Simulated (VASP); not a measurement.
# MgB2 (P1) in VASP: single point with LDA

Aim: the single point of MgB2 with LDA.

All numbers are computed with VASP 6.6.1; they aren't measurements. Logs are shortened: lines on timing, memory, paths and dates and some standing lists are left out, and cuts for length are marked.

### 1 Starting point

The typed cell holds 3 atoms: a = 3.133 Å, b = 3.230 Å, c = 3.453 Å, α = 88.67°, β = 89.98°, γ = 122.12°.

The cell was built by a generator and needn't be a form met in nature.

### 2 Single point, LDA

Input file INCAR:

```
SYSTEM = MgB2
PREC = Accurate ; ENCUT = 520
EDIFF = 1E-6 ; ISMEAR = -1
SIGMA = 0.1 ; LREAL = .FALSE.
LASPH = .TRUE. ; NELM = 100
ALGO = Normal ; ISIF = 2
LWAVE = .FALSE. ; LCHARG = .FALSE.
GGA = CA ; NBANDS = 11
```

Input file KPOINTS:

```
Automatic mesh
0
Gamma
  7 7 5
  0.5 0 0
```

Input file POSCAR:

```
MgB2
1.0
    3.1314012100     -0.0868882300      0.0012178100
   -1.6409478700      2.7816639400      0.0362989800
    0.0013909400      0.0486680500      3.4530189400
Mg B
1 2
Direct
    0.9727390000      0.0135360000      0.9922770000
    0.3345810000      0.6653620000      0.4937000000
    0.6648340000      0.3454500000      0.5005260000
```

Potentials or basis: VASP PAW LDA potentials, release 64 (Mg, B).

On the command line:

```sh
> cat potpaw_LDA.64/Mg/POTCAR potpaw_LDA.64/B/POTCAR > POTCAR
> mpirun -np 1 vasp_std > vasp.out
```

OUTCAR:

```text
SYSTEM = MgB2
   PREC = Accurate
   ENCUT = 520
   EDIFF = 1E-6
   ISMEAR = -1
   LREAL = .FALSE.
   LASPH = .TRUE.
   NELM = 100
   ISIF = 2
   GGA = CA

 ion  position               nearest neighbor table
   1  0.973  0.014  0.992-   2 2.40   2 2.43   2 2.44   3 2.45   3 2.48   3 2.51   3 2.52   2 2.52
                             3 2.54   3 2.56   2 2.61   2 2.64
   2  0.335  0.665  0.494-   3 1.78   3 1.81   3 1.87   1 2.40   1 2.43   1 2.44   1 2.52   1 2.61
                             1 2.64
   3  0.665  0.345  0.501-   2 1.78   2 1.81   2 1.87   1 2.45   1 2.48   1 2.51   1 2.52   1 2.54
                             1 2.56

  LATTYP: Found a triclinic cell.
 ALAT       =     3.0797199216
 B/A-ratio  =     1.0171725857
 C/A-ratio  =     1.1213234525
 COS(alpha) =     0.0004004457
 COS(beta)  =     0.0247070243
 COS(gamma) =     0.4595061175

  Lattice vectors:

 A1 = (  -1.4904533400,  -2.6947757100,  -0.0375167900)
 A2 = (  -3.1314012100,   0.0868882300,  -0.0012178100)
 A3 = (  -0.0013909400,  -0.0486680500,  -3.4530189400)

Analysis of symmetry for initial positions (statically):
=====================================================================
 Subroutine PRICEL returns:
 Original cell was already a primitive cell.

 Routine SETGRP: Setting up the symmetry group for a
 triclinic supercell.

 Subroutine GETGRP returns: Found  1 space group operations
 (whereof  1 operations were pure point group operations)
 out of a pool of  2 trial point group operations.

The static configuration has the point symmetry C_1 .

Analysis of symmetry for dynamics (positions and initial velocities):
=====================================================================
 Subroutine PRICEL returns:
 Original cell was already a primitive cell.

 Routine SETGRP: Setting up the symmetry group for a
 triclinic supercell.

 Subroutine GETGRP returns: Found  1 space group operations
 (whereof  1 operations were pure point group operations)
 out of a pool of  2 trial point group operations.

The dynamic configuration has the point symmetry C_1 .

 Subroutine INISYM returns: Found  1 space group operations
 (whereof  1 operations are pure point group operations),
 and found     1 'primitive' translations

----------------------------------------------------------------------------------------

                                     Primitive cell

  volume of cell :      29.5796

  direct lattice vectors                    reciprocal lattice vectors
     3.131401210 -0.086888230  0.001217810     0.324662259  0.191560377 -0.002830699
    -1.640947870  2.781663940  0.036298980     0.010145040  0.365549064 -0.005156262
     0.001390940  0.048668050  3.453018940    -0.000221149 -0.003910301  0.289656857

  length of vectors
     3.132606676  3.229811419  3.453362175     0.376973438  0.365726164  0.289683335

  position of ions in fractional coordinates (direct lattice)
     0.972739000  0.013536000  0.992277000
     0.334581000  0.665362000  0.493700000
     0.664834000  0.345450000  0.500526000

  ion indices of the primitive-cell ions
   primitive index   ion index
                 1           1
                 2           2
                 3           3

----------------------------------------------------------------------------------------

 KPOINTS: Automatic mesh

Automatic generation of k-mesh.
 Grid dimensions read from file:
 generate k-points for:    7    7    5

 Generating k-lattice:

  Cartesian coordinates                     Fractional coordinates (reciprocal lattice)
     0.046380323  0.027365768 -0.000404386     0.142857143 -0.000000000 -0.000000000
     0.001449291  0.052221295 -0.000736609     0.000000000  0.142857143  0.000000000
    -0.000044230 -0.000782060  0.057931371     0.000000000  0.000000000  0.200000000

  Length of vectors
     0.053853348  0.052246595  0.057936667

  Shift w.r.t. Gamma in fractional coordinates (k-lattice)
     0.500000000  0.000000000  0.000000000

 Subroutine IBZKPT returns following result:
 ===========================================

 Found    123 irreducible k-points:

 Following reciprocal coordinates:
            Coordinates               Weight
  0.071429  0.000000  0.000000      2.000000
  0.214286 -0.000000  0.000000      2.000000
  0.357143 -0.000000  0.000000      2.000000
  0.500000 -0.000000  0.000000      1.000000
  0.071429  0.142857  0.000000      2.000000
  0.214286  0.142857  0.000000      2.000000
[... 16 lines left out ...]
 -0.357143  0.428571  0.000000      2.000000
 -0.214286  0.428571  0.000000      2.000000
 [... further k-points ...]
   k-points           NKPTS =    123   k-points in BZ     NKDIM =    123   number of bands    NBANDS=     11
   number of dos      NEDOS =    301   number of ions     NIONS =      3
   total plane-waves  NPLWV =  16128
   dimension x,y,z NGX =    24 NGY =   24 NGZ =   28
   dimension x,y,z NGXF=    48 NGYF=   48 NGZF=   56
   ions per type =               1   2
   NGX,Y,Z   is equivalent  to a cutoff of  12.74, 12.35, 13.48 a.u.
   NGXF,Y,Z  is equivalent  to a cutoff of  25.47, 24.71, 26.96 a.u.
 SYSTEM =  MgB2
   PREC   = accura    normal or accurate (medium, high low for compatibility)
   ISTART =      0    job   : 0-new  1-cont  2-samecut
   ICHARG =      2    charge: 1-file 2-atom 10-const
   ISPIN  =      1    spin polarized calculation?
   LNONCOLLINEAR =      F non collinear calculations
   LSORBIT =      F    spin-orbit coupling
   LASPH  =      T    aspherical Exc in radial PAW
   ENCUT  =  520.0 eV  38.22 Ry    6.18 a.u.   5.82  6.01  6.42*2*pi/ulx,y,z
   NELM   =    100;   NELMIN=  2; NELMDL= -5     # of ELM steps
   EDIFF  = 0.1E-05   stopping-criterion for ELM
   LREAL  =      F    real-space projection
   EDIFFG = 0.1E-04   stopping-criterion for IOM
   NSW    =      0    number of steps for IOM
   IBRION =     -1    ionic relax: 0-MD 1-quasi-New 2-CG
   NFREE  =      0    steps in history (QN), initial steepest desc. (CG)
   ISIF   =      2    stress and relaxation
   ISYM   =      2    0-nonsym 1-usesym 2-fastsym
   POTIM  = 0.5000    time-step for ionic-motion
   TEBEG  =    0.0;   TEEND  =   0.0 temperature during run
   PSTRESS=    0.0 pullay stress
   NELECT =       8.0000    total number of electrons
   NUPDOWN=      -1.0000    fix difference up-down
   EMIN   =  10.00;   EMAX   =-10.00  energy-range for DOS
   EFERMI =   0.00;   METHOD = LEGACY
   ISMEAR =    -1;   SIGMA  =   0.10  broadening in eV -4-tet -1-fermi 0-gaus
   EFERMI_NEDOS =   21; number of points for ismear=-14 and -15
   IALGO  =     38    algorithm
   IMIX   =      4    mixing-type and parameters
     AMIX     =   0.40;   BMIX     =  1.00
     AMIX_MAG =   1.60;   BMIX_MAG =  1.00
  volume/ion in A,a.u.               =       9.86        66.54
  Fermi-wavevector in a.u.,A,eV,Ry     =   1.058703  2.000659 15.250121  1.120852
  Thomas-Fermi vector in A             =   2.194022
   LORBIT       =      0    0 simple, 1 ext, 2 COOP (PROOUT), +10 PAW based schemes
   GGA     = CA    functional components
   LHFCALC =     F    Hartree Fock is set to
   AEXX    =    0.0000 exact exchange contribution
   IVDW    =     0    specifies the selected vdW correction
   LEPSILON=     F    determine dielectric tensor
   LRPA    =     F    only Hartree local field effects (RPA)
 non-spin polarized calculation
  energy-cutoff  :      520.00
  volume of cell :       29.58
 maximum number of plane-waves:       815
   NGX = 11   NGY = 13   NGZ = 13

 number of electron       8.0000000 magnetization

 Free energy of the ion-electron system (eV)
  ---------------------------------------------------
  ext. energy  EPLUGINS =         0.00000000
  ---------------------------------------------------
  free energy    TOTEN  =       -17.11233355 eV

  energy without entropy =      -17.09091466  energy(sigma->0) =      -17.10162411

 E-fermi :   5.0542     XC(G=0): -11.0339

 val. band max:        5.0516564255   @ k =   0.2143   0.2857   0.4000
 cond. band min:       5.1061187744   @ k =   0.3571  -0.4286   0.4000
 fundamental gap:      0.0544623489
 Fermi energy:         5.0542462048

 k-point     1 :       0.0714    0.0000    0.0000
  band No.  band energies     occupation
      1      -7.0021      2.00000
      2       2.6693      2.00000
      3       4.5587      1.98601
      4       5.2301      0.29389
      5       7.4028      0.00000
      6      10.5058      0.00000
      7      11.0217      0.00000
      8      13.0568      0.00000
      9      14.1491      0.00000
     10      17.4773      0.00000
     11      20.2998      0.00000

 k-point     2 :       0.2143   -0.0000    0.0000
  band No.  band energies     occupation
      1      -6.2887      2.00000
      2       2.5952      2.00000
      3       3.3459      2.00000
      4       3.6964      2.00000
      5       7.9202      0.00000
      6       9.5787      0.00000
      7      12.4336      0.00000
      8      13.3719      0.00000
      9      14.2828      0.00000
     10      18.8359      0.00000
     11      19.3406      0.00000

 k-point     3 :       0.3571   -0.0000    0.0000
  band No.  band energies     occupation
      1      -4.8898      2.00000
      2      -0.2291      2.00000
      3       2.7128      2.00000
      4       4.6192      1.97452
      5       8.0372      0.00000
      6       9.7596      0.00000
      7      10.1064      0.00000
      8      13.6686      0.00000
      9      16.8062      0.00000
     10      17.3804      0.00000
     11      18.6791      0.00000
[... 267 lines left out ...]
 k-point    23 :      -0.3571    0.4286    0.0000
  band No.  band energies     occupation
      1      -4.6480      2.00000
      2      -1.3105      2.00000
      3       2.9647      2.00000
      4       4.8519      1.76643
      5       8.9141      0.00000
      6       9.3323      0.00000
      7      10.6640      0.00000
      8      12.9528      0.00000
      9      17.1387      0.00000
     10      17.3047      0.00000
     11      19.0678      0.00000

 k-point    24 :      -0.2143    0.4286    0.0000
  band No.  band energies     occupation
      1      -4.9542      2.00000
      2       0.2202      2.00000
      3       1.3078      2.00000
      4       4.5846      1.98192
      5       9.3204      0.00000
      6       9.7719      0.00000
      7      12.3659      0.00000
      8      12.9810      0.00000
      9      15.7152      0.00000
     10      16.0667      0.00000
     11      17.8185      0.00000

 [... further k-points ...]
[... 5 lines left out ...]
  --------------------------------------------------------------------------------------
  -------------------------------------------------------------------------------------
  Total       -2.4455774     -3.3380802     -0.5309059      1.8102797     -0.3731875     -0.0239509
  in kB     -132.4646723   -180.8070751    -28.7565123     98.0537787    -20.2136963     -1.2972995
  external PRESSURE =    -114.0094199 kB  Pullay stress =       0.0000000 kB

 VOLUME and BASIS-vectors are now :
 -----------------------------------------------------------------------------
  energy-cutoff  :      520.00
  volume of cell :       29.58
      direct lattice vectors                 reciprocal lattice vectors
     3.131401210 -0.086888230  0.001217810     0.324662259  0.191560377 -0.002830699
    -1.640947870  2.781663940  0.036298980     0.010145040  0.365549064 -0.005156262
     0.001390940  0.048668050  3.453018940    -0.000221149 -0.003910301  0.289656857

 POSITION                                       TOTAL-FORCE (eV/Angst)
 -----------------------------------------------------------------------------------
      3.02520      0.00143      3.42803         0.419435     -0.069908      0.106701
     -0.04343      1.84577      1.72931        -0.358982      0.039656      0.164444
      1.51569      0.92752      1.74167        -0.060452      0.030252     -0.271145
 -----------------------------------------------------------------------------------
    total drift:                                0.000009     -0.000002      0.000009

  FREE ENERGIE OF THE ION-ELECTRON SYSTEM (eV)
  ---------------------------------------------------
  free  energy   TOTEN  =       -17.1123335542 eV

  energy  without entropy=      -17.0909146644  energy(sigma->0) =      -17.10162411
```

Run time: 14 s. Hardware: 1 thread of AMD EPYC 9R45 (Zen 5), shared host; peak memory 0.13 GiB.

Results:

```yaml
Free_energy: -17.1123 eV
Pressure: -11.4 GPa
Largest_force: 0.438 eV/Å
Band_gap_on_the_k_mesh: none (metal or under the smearing width)
```

Forces in eV/Å, atoms in the order of the input:
```
Mg   0.419 -0.070  0.107
B   -0.359  0.040  0.164
B   -0.060  0.030 -0.271
```

Caveat: the k mesh is coarse (spacing up to 0.36 Å⁻¹), so the values aren't converged.
